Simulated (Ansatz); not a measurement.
Crystal: K.

```xyz
1
Lattice="-2.6976 2.6976 2.6976 2.6976 -2.6976 2.6976 2.6976 2.6976 -2.6976" Properties=species:S:1:pos:R:3 pbc="T T T"
K     0.0000    0.0000    0.0000
```

Base run:

| Item | Value |
| --- | --- |
| Program | Ansatz 0.2.0 |
| Functional | PBE |
| Potentials or basis | all-electron LAPW, scalar-relativistic |
| Cutoff | 52 eV |
| Density cutoff | 208 eV |
| Basis error allowed | 0.001 eV/atom |
| k mesh | 7 × 7 × 7 |
| Occupations | fermi-dirac, width 0.05 eV |
| Spin | no spin polarisation |

Its results: band gap on the k mesh none (metal or under the smearing width); pressure -0.2 GPa.

The run is repeated on the same cell with these changes: functional from PBE to LDA; occupations from fermi-dirac, width 0.05 eV to gaussian, width 0.1 eV. What comes out?

Band gap on the k mesh none (metal or under the smearing width); pressure -0.6 GPa.

Not every run made on this cell is shown here.
